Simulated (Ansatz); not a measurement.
GaAs in Ansatz: the effect of functional

The system is GaAs.

```
As Ga
1.0
     0.00000    2.82685    2.82685
     2.82685    0.00000    2.82685
     2.82685    2.82685    0.00000
As Ga
1 1
Direct
  0.75000 0.75000 0.75000
  0.00000 0.00000 0.00000
```

Alike in all runs:

```yaml
Program: Ansatz 0.2.0
Task: single point
Potentials_or_basis: all-electron PAW datasets made for the crystal
k_mesh: 4 × 4 × 4
Occupations: fermi-dirac, width 0.05 eV
Spin: no spin polarisation
```

```csv
functional,cutoff,gap on the mesh (eV),pressure (GPa)
PBE,220 eV (chosen from the basis error),0.51,3.5
HSE06,360 eV (chosen from the basis error),?,?
PBE0,360 eV (chosen from the basis error),2.14,1.3
```

Question: What does the run with functional HSE06 give?

Answer: gap on the mesh 1.49 eV; pressure 1.5 GPa.

Caveats: all runs use coarse meshes.

A k mesh can miss the band edges.

The runs don't all hold the same shells in valence.
